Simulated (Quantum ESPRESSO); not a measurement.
**MoS2 under changes of volume**

One of the cells (18.982 Å³/atom); the others are scaled copies at fixed shape and fractional positions:

```
Mo S
1.0
     3.22746    0.00000    0.00000
    -1.61373    2.79507    0.00000
     0.00000    0.00000    6.31247
Mo S
1 2
Direct
  0.00000 0.00000 0.50000
  0.66667 0.33333 0.74468
  0.33333 0.66667 0.25532
```

Measurements of this composition are mostly on another form, of space group No. 194.

* Program: Quantum ESPRESSO 7.5
* Functional: PBE
* Potentials or basis: SSSP 1.3 efficiency PBE
* Cutoff: 816 eV
* Density cutoff: 5987 eV
* k mesh: 9 × 9 × 4
* Occupations: fermi-dirac, width 0.05 eV
* Spin: no spin polarisation

```csv
volume (Å³/atom),energy over the lowest point (meV/atom),pressure (GPa),largest force (eV/Å)
17.843,39.22,10.5,1.366
18.222,18.54,7.0,0.979
18.602,5.74,3.9,0.622
18.982,0.00,1.0,0.291
19.361,0.61,-1.5,0.016
19.741,6.93,-3.8,0.301
20.120,?,?,?
```

**Question.** What does the run at 20.120 Å³/atom give?

**Answer.** Energy over the lowest point 18.36 meV/atom; pressure -5.8 GPa; largest force 0.564 eV/Å.

Worked out: A Birch-Murnaghan fit of order 3 (a polynomial in V^(-2/3)) to the other rows has its minimum at 19.13 Å³/atom with B0 = V·E''(V) = 129 GPa and B' = 4.5 at fixed shape and positions, which overstates the stiffness. It gives 18.32 meV/atom at 20.120 Å³/atom, against the run's 18.36, and -dE/dV = -5.8 GPa, against -5.8.

Energies are extrapolated to zero smearing.

Caveats: this functional lacks dispersion, which binds the layers, so the pressure and a relaxed spacing across them are unreliable; forces of over 1 eV/Å show positions far from the minimum, so gaps and moduli don't describe the material at rest (some runs).
